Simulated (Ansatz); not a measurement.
## Be: relaxation of cell and atoms with PBE

The system is Be.

```
Be
1.0
     2.17396    0.00000    0.00000
     0.00000    2.17396    0.00000
     0.00000    0.00000    2.17396
Be
1
Direct
  0.00000 0.00000 0.00000
```

The cell was built by a generator and needn't be a form met in nature.

```json
{"Program": "Ansatz 0.2.0", "Task": "relaxation of cell and atoms", "Functional": "PBE", "Potentials or basis": "Ansatz PAW", "Cutoff": "420 eV (not typed: the program's choice for these potentials)", "k mesh": "12 × 12 × 12", "Occupations": "fermi-dirac, width 0.05 eV", "Spin": "no spin polarisation", "Target pressure": "2 GPa", "Target pressure (GPa)": "2"}
```

| Property | Result |
| --- | --- |
| Relaxed volume | 10.07 Å³/atom |
| Relaxed cell | a = 2.160 Å, b = 2.160 Å, c = 2.160 Å, α = 90.00°, β = 90.00°, γ = 90.00° |
| Space group after relaxing (to 0.05 Å) | Pm-3m (No. 221) |
| Energy change on relaxing (the enthalpy is what falls) | +1.6 meV/atom |
| Ionic steps | 4 |
| Pressure after relaxing | 2.0 GPa |
| Band gap on the k mesh | none (metal or under the smearing width) |

The path:
| step | energy change (eV) | largest force (eV/Å) | volume (Å³) |
| --- | --- | --- | --- |
| 1 | 0.0000 | 0.0000 | 10.27 |
| 2 | 0.0007 | 0.0000 | 10.15 |
| 3 | 0.0015 | 0.0000 | 10.07 |
| 4 | 0.0016 | 0.0000 | 10.07 |

Final structure:
```yaml
crystal:
  lattice:
    - [2.15957, 0.00000, 0.00000]
    - [0.00000, 2.15957, 0.00000]
    - [0.00000, 0.00000, 2.15957]
  atoms:
    - { symbol: Be, position: [0.00000, 0.00000, 0.00000] }
```

Levels at points of the mesh, in eV from the Fermi level:
```csv
k point,band 1,band 2,band 3,band 4
"(0.00, 0.00, 0.00)",-9.84,13.66,13.66,13.66
"(0.00, 0.00, -0.50)",-4.79,-1.81,17.38,17.38
"(0.00, -0.50, -0.50)",0.62,0.62,6.64,7.26
"(-0.50, -0.50, -0.50)",5.38,5.38,5.38,13.29
```

It took 1 s on 2 threads of Arm Neoverse V2 (shared host), peak memory 0.25 GiB.

Caveat: the plane-wave basis is chosen anew once the cell has moved, so the energies of steps on either side of that aren't comparable.
